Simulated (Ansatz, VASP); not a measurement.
# Two plane-wave programs on HfC

```
CELL_PARAMETERS angstrom
0.00000 2.32575 2.32575
2.32575 0.00000 2.32575
2.32575 2.32575 0.00000
ATOMIC_POSITIONS crystal
Hf 0.50000 0.50000 0.50000
C 0.00000 0.00000 0.00000
```

Alike in both runs: functional PBE; k mesh 16 × 16 × 16; occupations gaussian, width 0.1 eV; no spin polarisation.

Ansatz relaxed the structure, and its values are those at the end. VASP's run is a single point on that final structure, the one shown.

```csv
,VASP,Ansatz
version,VASP 6.6.1,Ansatz 0.2.0
potentials or method,"VASP PAW PBE potentials, release 64 (Hf_pv, C)","scalar-relativistic, plane waves, PAW"
plane-wave cutoff (eV),520,420
valence electrons in the cell,14,30
```

Ansatz gave:

- gap on the k mesh at the Fermi level (eV): none
- pressure (GPa): 0.0

Q: Estimate VASP's values.

A: gap on the k mesh at the Fermi level (eV): none; pressure (GPa): -0.7.

A gap of «none» marks a metal or a gap that the smearing closes. The two sets of potentials don't hold the same shells in valence.

The runs have no spin-orbit coupling, so splittings on Hf are missing.
